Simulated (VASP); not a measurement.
Set up this calculation in VASP 6.6.1, as the native input.

```
Task                   : relaxation of cell and atoms
Functional             : LDA
Potentials or basis    : VASP PAW LDA potentials, release 64 (O, Li_sv)
Cutoff                 : 600 eV
k mesh                 : 10 × 10 × 10
Occupations            : gaussian, width 0.02 eV
Spin                   : no spin polarisation
Further INCAR settings : ALGO = Normal; EDIFF = 1e-07; IBRION = 2; EDIFFG = -0.005; NSW = 60; ISIF = 3
```

The structure of Li2O lies in POSCAR:

```
Li2O
1.0
    0.0000000000      2.3000000000      2.3000000000
    2.3000000000      0.0000000000      2.3000000000
    2.3000000000      2.3000000000      0.0000000000
O Li
1 2
Direct
    0.0000000000      0.0000000000      0.0000000000
    0.2500000000      0.2500000000      0.2500000000
    0.7500000000      0.7500000000      0.7500000000
```

The cell was built by a generator and needn't be a form met in nature.

The input as run:

INCAR

```
SYSTEM = Li2O
ALGO = Normal ; EDIFF = 1E-7
EDIFFG = -0.005 ; ENCUT = 600
IBRION = 2 ; ISIF = 3
ISMEAR = 0 ; LASPH = .True.
LCHARG = .False. ; LREAL = .False.
LWAVE = .False. ; NELM = 120
NSW = 60 ; PREC = Accurate
SIGMA = 0.02
```

KPOINTS

```
k-points
0
Gamma
  10 10 10
  0 0 0
```

Potentials or basis: VASP PAW LDA potentials, release 64 (O, Li_sv).

Command:

```bash
$ cat potpaw_LDA.64/O/POTCAR potpaw_LDA.64/Li_sv/POTCAR > POTCAR
$ mpirun -np 1 vasp_std > vasp.out
```

It gave:

```json
{
  "Relaxed volume": "7.52 Å³/atom",
  "Relaxed cell": "a = 3.172 Å, b = 3.172 Å, c = 3.172 Å, α = 60.00°, β = 60.00°, γ = 60.00°",
  "Space group after relaxing (to 0.05 Å)": "Fm-3m (No. 225)",
  "Energy gained by relaxing": "11.9 meV/atom",
  "Ionic steps": "4",
  "Pressure after relaxing": "0.0 GPa",
  "Band gap on the k mesh": "4.95 eV, indirect (least direct gap 5.93 eV)"
}
```

Caveat: the cutoff is under 1.25 times the usual one of these potentials, so pressure, stress and relaxed cells hold a basis-set (Pulay) error.

Run time: 17 s on 1 thread of Intel(R) Xeon(R) 6975P-C (Granite Rapids) (shared host), peak memory 0.14 GiB.
